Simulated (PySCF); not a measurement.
Löwdin shares of the frontier orbitals

Species: γ-butyrolactone, C4H6O2.
Cartesian coordinates in Å at the GFN2-xTB level; atoms count from 1:
```xyz
12
C4H6O2 angstrom
O     -1.776    1.899    0.312
C     -0.889    1.107    0.193
C     -1.002   -0.412    0.215
C      0.333   -0.866   -0.365
C      1.243    0.328   -0.049
O      0.393    1.463    0.024
H     -1.127   -0.723    1.254
H     -1.872   -0.740   -0.348
H      0.253   -1.001   -1.444
H      0.708   -1.785    0.077
H      1.993    0.519   -0.817
H      1.744    0.210    0.919
```

Theory: TDDFT wB97X-D/def2-SVPD, vertical, gas phase, core orbitals frozen in the response in PySCF 2.14.0, density-fitted response routines.

Kohn–Sham orbitals with the atoms that hold most of them (Löwdin shares over 4%, at most four atoms; ? is withheld):

```tsv
orbital	ε (eV)	atoms
LUMO+2	2.79	H11 13%, C3 11%, C5 10%, C2 9%
LUMO+1	2.12	C2 23%, O1 14%, C3 10%, C5 10%
LUMO	2.00	C2 22%, O1 14%, C3 12%, C4 10%
HOMO	?	?
HOMO-1	-10.64	?
HOMO-2	-12.00	C4 18%, C3 17%, O1 16%, H9 11%
HOMO-3	-12.31	O6 38%, C4 20%, C5 20%, H11 4%
```

Which atoms hold the HOMO, and with what shares?

O1 (bonded to C) 64%; C2 (bonded to C and 2 O) 10%; C3 (bonded to 2 C and 2 H) 10%; O6 (bonded to 2 C) 8%. By element: oxygen 72%, carbon 21% or more.

Which atoms hold the HOMO-1, and with what shares?

O6 (bonded to 2 C) 41%; O1 (bonded to C) 28%; C5 (bonded to C, O and 2 H) 11%; C2 (bonded to C and 2 O) 7%. By element: oxygen 69%, carbon 18% or more.

What is the HOMO energy, and the HOMO–LUMO gap?

ε(HOMO) = -9.83 eV; the gap is 11.83 eV (0.4348 hartree).

The HOMO–LUMO gap is 11.83 eV. Where does the response calculation put the lowest singlet, and from which orbitals?

S1 is at 5.84 eV (f = 0.0004), 5.99 eV below the gap, made of HOMO→LUMO (50%), HOMO→LUMO+1 (45%). 

Next come S2 at 7.84 eV (f 0.015), HOMO→LUMO+1 (37%), HOMO→LUMO (32%), HOMO→LUMO+2 (20%); S3 at 8.16 eV (f 0.166), HOMO-1→LUMO+1 (45%), HOMO-1→LUMO (44%); S4 at 8.45 eV (f 0.011), HOMO-1→LUMO+1 (42%), HOMO-1→LUMO (41%); S5 at 8.89 eV (f 0.015), HOMO→LUMO+2 (43%), HOMO→LUMO+3 (20%), HOMO→LUMO+1 (12%).

One conformer stands for the species.
